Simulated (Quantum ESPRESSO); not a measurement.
The system is Cu.

```
Cu
1.0
     0.00000    1.80750    1.80750
     1.80750    0.00000    1.80750
     1.80750    1.80750    0.00000
Cu
1
Direct
  0.00000 0.00000 0.00000
```

```yaml
Program: Quantum ESPRESSO 7.5
Task: phonon dispersion
Functional: LDA
Potentials_or_basis: GBRV 1.5 LDA
Cutoff: 762 eV
Density_cutoff: 6095 eV
k_mesh: 14 × 14 × 14
Occupations: cold, width 0.2 eV
Spin: no spin polarisation
Form_of_the_LDA_correlation: PZ81
Mixing_beta: 0.5
Most_SCF_iterations: 120
SCF_threshold: 2e-10 Ry
q_mesh: 2 × 2 × 2
```

The cell and the atoms were relaxed first, to 10.93 Å³/atom (a = 2.491 Å, b = 2.491 Å, c = 2.491 Å, α = 60.00°, β = 60.00°, γ = 60.00°), and the response was taken there.

Problem. Is this structure dynamically stable at this level, and how far does the spectrum reach?

Solution. Yes, as far as this q mesh shows: no mode on the path is imaginary. The highest frequency is 275 cm⁻¹.

Phonon frequencies at the corners of the path (cm⁻¹, interpolated; i marks imaginary ones):
| point | frequencies |
| --- | --- |
| Γ | 0 0 0 |
| X | 184 184 269 |
| W | 185 231 231 |
| K | 168 220 248 |
| L | 126 126 275 |
| U | 168 220 248 |

Harmonic thermodynamics per atom at this volume (zero-point energy 33.6 meV, Debye temperature from the second moment 350 K):
```
 T (K)  free energy (meV)  entropy (k_B)  heat capacity Cv (k_B)
    50               33.3           0.22                    0.62
   100               30.7           1.04                    1.77
   200               14.7           2.59                    2.59
298.15              -12.0           3.67                    2.80
   500              -89.7           5.16                    2.93
   800             -242.3           6.54                    2.97
```

Phonon states per cell in windows of 20 cm⁻¹ (negative: imaginary):
```csv
from (cm⁻¹),total
0,0.00
20,0.01
40,0.02
60,0.05
80,0.10
100,0.18
120,0.35
140,0.41
160,0.45
180,0.32
200,0.26
220,0.20
240,0.53
260,0.12
```

A q mesh this small can miss soft modes between its points.

Caveat: the q mesh is small, so phonon branches between its points and thermal values are rough.
